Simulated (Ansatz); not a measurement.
# AlAs (F-43m): zero-pressure volume and bulk modulus with PBE + D3(BJ)-ATM

One table from this session's results is given with a row withheld; the runs are named, their logs left out.

Program: Ansatz 0.2.0. Level of theory: DFT PBE + D3(BJ)-ATM, scalar-relativistic, plane waves, PAW. These are calculated values, not measurements.

## The system as given

The structure is cubic, space group F-43m (No. 216). Conventional cell: a = 5.661 Å, b = 5.661 Å, c = 5.661 Å, α = 90.00°, β = 90.00°, γ = 90.00°. Around Al (site symmetry -43m) lie 4 As at 2.45 Å. As (site symmetry -43m) is surrounded by 4 Al at 2.45 Å.

Coordinates:

```xyz
2
Lattice="0.0000 2.8304 2.8304 2.8304 0.0000 2.8304 2.8304 2.8304 0.0000" Properties=species:S:1:pos:R:3 pbc="T T T"
Al    0.0000    0.0000    0.0000
As    4.2456    4.2456    4.2456
```

An earlier run on this cell at PBE gave 2.59 GPa at 22.675 Å³/atom (8×8×8 mesh), gap on the mesh 1.44 eV.

The first run:

File input.yaml:

```yaml
crystal:
  lattice:
    - [0.0, 2.83040004, 2.83040004]
    - [2.83040004, 0.0, 2.83040004]
    - [2.83040004, 2.83040004, 0.0]
  atoms:
    - { symbol: Al, position: [0.0, 0.0, 0.0] }
    - { symbol: As, position: [0.75, 0.75, 0.75] }
basis:
  ecutwfc: 420
  ecutrho_ratio: 4
kpoints:
  mp_grid: { grid: [8, 8, 8] }
hamiltonian:
  xc: pbe
  dispersion: d3bjatm
scf:
  occupations: { method: gaussian, width: 0.05 }
output:
  forces: true
  stress: true
  eigenvalues: true
```

Launch:

```sh
ansatz run input.yaml --threads 4 --pin off --max-ram 8192MiB --backend cpu --events-out ev --progress --plain --runs-dir out
```

Steps of the session up to this table: At the given cell; Stepping to 22.765 Å³/atom; Volume × 0.98 of the new zero; Volume × 1.02 of the new zero; Volume × 0.96 of the new zero; Volume × 1.04 of the new zero.

One table of the session follows, with a row left open; its other results are not shown here.

It belongs to the step «Energy and pressure against volume». 

```
volume (Å³/atom)  energy (meV/atom)  pressure (GPa)
          21.855               9.34            3.33
          22.310                  ?               ?
          22.765               0.00            0.07
          23.221               1.80           -1.32
          23.676               7.35           -2.56
```

**Question.** Estimate the row for volume (Å³/atom) = 22.310.

Worked estimate for «energy (meV/atom)». A straight line through the neighbours (21.855, 9.34) and (22.765, 0.00) gives 9.34 + (0.00 − 9.34) × (22.310 − 21.855) / (22.765 − 21.855) = 4.67; a parabola fitted to 3 rows on both sides gives 2.52.

The run gave: energy (meV/atom): 2.36; pressure (GPa): 1.62. In «energy (meV/atom)» the line misses by +2.31 and the parabola by +0.16.
